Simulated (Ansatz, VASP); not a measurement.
This is a calculation of Pd for VASP 6.6.1.

The input INCAR:

```
ALGO = Normal
EDIFF = 1E-6
ENCUT = 520
GGA = PE
ISIF = 2
ISMEAR = -1
LASPH = T
LCHARG = F
LREAL = F
LWAVE = F
NBANDS = 11
NELM = 100
PREC = Accurate
SIGMA = 0.03
```

KPOINTS

```
k-points
0
Gamma
  8 8 8
```

File POSCAR:

```
Pd
1.0
    0.0000000000      1.9465000000      1.9465000000
    1.9465000000      0.0000000000      1.9465000000
    1.9465000000      1.9465000000      0.0000000000
Pd
1
Direct
    0.0000000000      0.0000000000      0.0000000000
```

Potentials or basis: VASP PAW PBE potentials, release 64 (Pd).

The run is started by

```bash
$ cat potpaw_PBE.64/Pd/POTCAR > POTCAR
$ mpirun -np 1 vasp_std > vasp.out
```

Q: Translate it to Ansatz 0.2.0. Potentials there: all-electron LAPW, scalar-relativistic.

A: As run (the cutoff follows the program's own potentials):

The input input.yaml:

```yaml
crystal:
  lattice:
    - [0.0, 1.9465, 1.9465]
    - [1.9465, 0.0, 1.9465]
    - [1.9465, 1.9465, 0.0]
  atoms:
    - { symbol: Pd, position: [0.0, 0.0, 0.0] }
kpoints:
  mp_grid: { grid: [8, 8, 8] }
scf:
  occupations: { method: fermi_dirac, width: 0.03 }
hamiltonian:
  xc: pbe
  pseudopotentials: { kind: all_electron, lapw: { basis_error: 0.002 } }
output:
  forces: true
  stress: true
  eigenvalues: true
```

Potentials or basis: all-electron LAPW, scalar-relativistic.

Command:

```console
$ ansatz run input.yaml --threads 1 --pin off --max-ram 3072MiB --backend cpu --events-out ev --progress --plain --runs-dir out
```

Both were run:

|  | VASP | Ansatz | Ansatz less VASP |
| --- | --- | --- | --- |
| gap on the k mesh at the Fermi level (eV) | none | none | - |
| pressure (GPa) | 7.6 | 7.9 | +0.23 |

A gap of «none» marks a metal or a gap that the smearing closes. Ansatz ran all-electron here, so the differences hold the error of VASP's frozen core and of both bases.

Caveats: the k mesh is thin for a metal, which can move the energy by tens of meV per atom (Ansatz).
